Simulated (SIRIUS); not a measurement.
# Au (Fm-3m) in SIRIUS: reference runs, part 2 of 2

SIRIUS 7.10.0. The steps go on from the part before.

### 3 Single point, PBEsol (cell strained at random at fixed volume)

File sirius.json:

```json
{
  "control": {
    "processing_unit": "cpu",
    "verbosity": 2,
    "num_bands_to_print": 17,
    "print_forces": true,
    "print_stress": true
  },
  "parameters": {
    "electronic_structure_method": "pseudopotential",
    "xc_functionals": ["XC_GGA_X_PBE_SOL", "XC_GGA_C_PBE_SOL"],
    "gk_cutoff": 8.8,
    "pw_cutoff": 17.6,
    "ngridk": [11, 11, 11],
    "shiftk": [0, 0, 0],
    "smearing": "fermi_dirac",
    "smearing_width": 0.0018374661,
    "num_bands": 17,
    "num_mag_dims": 0,
    "num_dft_iter": 100,
    "energy_tol": 1e-08,
    "density_tol": 1e-06
  },
  "iterative_solver": {
    "type": "davidson",
    "min_tolerance": 1e-09,
    "tolerance_scale": [0.1, 0.25]
  },
  "mixer": {
    "type": "anderson",
    "beta": 0.7,
    "max_history": 8
  },
  "settings": {
    "tol_ne": 1e-10,
    "pseudo_grid_cutoff": 6.5
  },
  "unit_cell": {
    "lattice_vectors": [
      [0.112472719485, 3.841405030521, 3.824620483082],
      [3.898208308101, 0.056967683753, 3.880127408541],
      [3.919541426322, 3.918243184475, 0.035634565532]
    ],
    "atom_coordinate_units": "lattice",
    "atom_types": ["Au"],
    "atom_files": {
      "Au": "Au.json"
    },
    "atoms": {
      "Au": [
        [-0.001896, -0.004175, 0.01853]
      ]
    }
  }
}
```

Potentials or basis: PseudoDojo 0.4.1 PBEsol standard (scalar relativistic).

Run with:

```bash
$ upf_to_json Au.upf
$ OMP_NUM_THREADS=1 sirius.scf --input=sirius.json --output=out.json --task=0
```

Output:

```text
[info] SIRIUS version : 7.10.0
[info] number of MPI ranks           : 1
[info] MPI grid                      : 1 1
[info] maximum number of OMP threads : 1
[fft] FFT context for density and potential
[fft] =====================================
[fft]   comm size                             : 1
[fft]   plane wave cutoff                     : 17.6
[fft]   grid size                             : 36 36 36   total : 46656
[fft]   grid limits                           : -17 18   -17 18   -17 18
[fft]   number of G-vectors within the cutoff : 5238
[fft]   local number of G-vectors             : 5238
[fft]   number of G-shells                    : 5238
[fft] FFT context for coarse grid
[fft] =====================================
[fft]   comm size                             : 1
[fft]   plane wave cutoff                     : 17.6
[fft]   grid size                             : 36 36 36   total : 46656
[fft]   grid limits                           : -17 18   -17 18   -17 18
[fft]   number of G-vectors within the cutoff : 5238
[fft]   local number of G-vectors             : 5238
[fft]   number of G-shells                    : 5238
[unit cell] lattice vectors
[unit cell]   a1 :       0.1124727195      3.8414050305      3.8246204831
[unit cell]   a2 :       3.8982083081      0.0569676838      3.8801274085
[unit cell]   a3 :       3.9195414263      3.9182431845      0.0356345655
[unit cell] reciprocal lattice vectors
[unit cell]   b1 :      -0.8397294986      0.8324463517      0.8314206282
[unit cell]   b2 :       0.8202655977     -0.8278802209      0.8073914148
[unit cell]   b3 :       0.8113361880      0.7994869066     -0.8268549066
[unit cell] unit cell volume :       113.74173245 [a.u.^3]
[unit cell] 1/sqrt(omega)    :         0.09376485
[unit cell] MT volume        :         0.00000000 ( 0.00%)
[unit cell] IT volume        :       113.74173245 (100.00%)
[unit cell] number of atom types : 1
[unit cell] type id : 0 symbol : Au mt_radius :  13.390000 num_atoms : 1
[unit cell] total number of atoms : 1
[unit cell] number of symmetry classes : 1
[unit cell] number of PAW atoms : 0
[unit cell] atom id  type id  class id             position                      vector_field
[unit cell] ------------------------------------------------------------------------------------------
[unit cell]      0        0        0     -0.00190  -0.00417   0.01853      0.00000   0.00000   0.00000
[unit cell] atom id         position (Cartesian, a.u.)
[unit cell] ---------------------------------------------
[unit cell]      0       0.056141    0.065084   -0.022791
[... 258 lines left out ...]
[find] +------------------------------+
[find] | SCF iteration  10 out of 100|
[find] +------------------------------+
[diagonalize] iterative solver tolerance (occupied, empty): 1.40192e-09 1.40192e-09
[diagonalize] average number of iterations: 2.22372
[diagonalize] Lowest band energies
[diagonalize] ik:    0   -3.119491   -1.326206   -1.326060   -1.325878    0.395132    0.583107    0.588985    0.598206    0.647686    0.649516    1.292836    1.419963    1.441889    1.470381    1.624473    1.773884    1.788679
[diagonalize] ik:    1   -3.119448   -1.326632   -1.326313   -1.326188    0.406414    0.587361    0.593293    0.594541    0.645198    0.646947    1.307496    1.403773    1.434356    1.454605    1.656604    1.726061    1.744788
[diagonalize] ik:    2   -3.119333   -1.328619   -1.326625   -1.326538    0.437504    0.585736    0.596155    0.604073    0.642992    0.644286    1.294121    1.335503    1.465489    1.483867    1.579687    1.641333    1.659631
[diagonalize] ik:    3   -3.119182   -1.331208   -1.327029   -1.326992    0.475018    0.592096    0.596367    0.605083    0.654232    0.656185    1.167328    1.326542    1.470413    1.486734    1.570623    1.595762    1.610220
[diagonalize] ik:    4   -3.119043   -1.333568   -1.327419   -1.327390    0.492717    0.589267    0.598086    0.640574    0.675486    0.678802    1.032721    1.290343    1.416422    1.431515    1.624227    1.633522    1.646802
[diagonalize] ...
[diagonalize] ik:  661   -3.118893   -1.333522   -1.329666   -1.329118    0.511187    0.522372    0.657679    0.680081    0.702224    0.816495    0.998208    1.112403    1.141367    1.451139    1.507755    1.741032    1.911293
[diagonalize] ik:  662   -3.118928   -1.332586   -1.330050   -1.328907    0.526724    0.539360    0.611989    0.661744    0.693202    0.806442    1.017244    1.126426    1.175736    1.449680    1.581473    1.711635    1.846708
[diagonalize] ik:  663   -3.118971   -1.332576   -1.329740   -1.328245    0.532399    0.563812    0.588498    0.632813    0.688286    0.797808    0.965933    1.199216    1.241149    1.420031    1.640351    1.744725    1.770267
[diagonalize] ik:  664   -3.119010   -1.333505   -1.328531   -1.327636    0.512736    0.575136    0.608655    0.621991    0.687646    0.783722    0.911287    1.262429    1.307705    1.394182    1.653688    1.717368    1.795668
[diagonalize] ik:  665   -3.119031   -1.334156   -1.327618   -1.327392    0.497646    0.578604    0.602119    0.653758    0.693928    0.761632    0.879630    1.278810    1.352776    1.398314    1.685483    1.688178    1.759072
[find] Charges and magnetic moments
[find] --------------------------------------------------------------------------------
[find] total charge          : 19.000000
[find] Energy
[find] --------------------------------------------------------------------------------
[find] valence_eval_sum               :      -7.54063651
[find] <rho|V^{XC}>                   :     -18.64029474
[find] <rho|E^{XC}>                   :     -25.13604918
[find] <mag|B^{XC}>                   :       0.00000000
[find] <rho|V^{H}>                    :      51.61227591
[find] one-electron contribution      :     -40.51261768 (Ha),     -81.02523536 (Ry)
[find] hartree contribution           :      25.80613795
[find] xc contribution                :     -25.13604918
[find] ewald contribution             :    -107.57979519
[find] PAW contribution               :       0.00000000
[find] smearing (-TS)                 :      -0.00007222
[find] SCF correction                 :       0.00000042
[find] Total energy                   :    -147.42232368 (Ha),    -294.84464736 (Ry)
[find] Free energy (E-TS)             :    -147.42239590 (Ha),    -294.84479179 (Ry)
[find] band gap (eV)                  :       0.00000000
[find] Efermi                         :       0.76405021
[find] iteration : 10, RMS : 1.210556017386e-08, energy difference : 3.169020601490e-11
[find] Hartree energy of density residual : 1.605444498271e-14
[find] bands are converged : true
[find] iterative solver converged : true
[find] converged after 11 SCF iterations!
[find] Charges and magnetic moments
[find] --------------------------------------------------------------------------------
[find] total charge          : 19.000000
[find] Energy
[find] --------------------------------------------------------------------------------
[find] valence_eval_sum               :      -7.54063651
[find] <rho|V^{XC}>                   :     -18.64029474
[find] <rho|E^{XC}>                   :     -25.13604918
[find] <mag|B^{XC}>                   :       0.00000000
[find] <rho|V^{H}>                    :      51.61227591
[find] one-electron contribution      :     -40.51261768 (Ha),     -81.02523536 (Ry)
[find] hartree contribution           :      25.80613795
[find] xc contribution                :     -25.13604918
[find] ewald contribution             :    -107.57979519
[find] PAW contribution               :       0.00000000
[find] smearing (-TS)                 :      -0.00007222
[find] SCF correction                 :       0.00000042
[find] Total energy                   :    -147.42232368 (Ha),    -294.84464736 (Ry)
[find] Free energy (E-TS)             :    -147.42239590 (Ha),    -294.84479179 (Ry)
[find] band gap (eV)                  :       0.00000000
[find] Efermi                         :       0.76405021
[ground_state] === stress tensor components [kbar] ===
[ground_state] === stress_kin ===
[ground_state] -73333.288165  -30.382207  -19.528391
[ground_state]   -30.382207-73334.265012    4.133644
[ground_state]   -19.528391    4.133644-73333.856287
[ground_state] === stress_har ===
[ground_state] -22275.457756 1058.102486  725.458734
[ground_state]  1058.102486-22246.477924  -88.930908
[ground_state]   725.458734  -88.930908-22229.526207
[ground_state] === stress_ewald ===
[ground_state] 92710.389836 1958.921182 1345.091375
[ground_state]  1958.92118292769.206394 -176.130752
[ground_state]  1345.091375 -176.13075292791.744147
[ground_state] === stress_vloc ===
[ground_state]  1593.775509-2971.819950-2040.042829
[ground_state] -2971.819950 1508.423044  259.356574
[ground_state] -2040.042829  259.356574 1468.988445
[ground_state] === stress_xc ===
[ground_state] -16612.403223    0.762411    0.530363
[ground_state]     0.762411-16612.381906   -0.080979
[ground_state]     0.530363   -0.080979-16612.400611
[ground_state] === stress_core ===
[ground_state] 32228.504802    0.010050   -0.015675
[ground_state]     0.01005032228.548115    0.031508
[ground_state]    -0.015675    0.03150832228.551153
[ground_state] === stress_nonloc ===
[ground_state] -14327.270492    4.128898    2.898290
[ground_state]     4.128898-14327.247393   -0.651381
[ground_state]     2.898290   -0.651381-14327.327957
[ground_state] === stress_us_nl ===
[ground_state] -14327.270492    4.128898    2.898290
[ground_state]     4.128898-14327.247393   -0.651381
[ground_state]     2.898290   -0.651381-14327.327957
[ground_state] === stress_total ===
[ground_state]   -15.749489   19.722870   14.391868
[ground_state]    19.722870  -14.194684   -2.272294
[ground_state]    14.391868   -2.272294  -13.827316
[ground_state] ==== total Forces in Ha/bohr =====
[ground_state] atom:    0, force:       0.0000000      0.0000000      0.0000000
[... 8 lines left out ...]
[ground_state] ==== Ewald forces from ions =====
[ground_state] atom:    0, force:       0.0000000      0.0000000      0.0000000
[~DFT_ground_state] local op. applied: 281163
[~DFT_ground_state] evp. work count: 66454.7
[~DFT_ground_state] number of iterative solver steps: 19507
```

Wall time 4 min (1 thread of Arm Neoverse V2, shared host); peak memory 1.4 GiB.

What came out:

| Item | Value |
| --- | --- |
| Free energy | -4011.5678 eV |
| Pressure | 1.5 GPa |
| Band gap on the k mesh | none (metal or under the smearing width) |
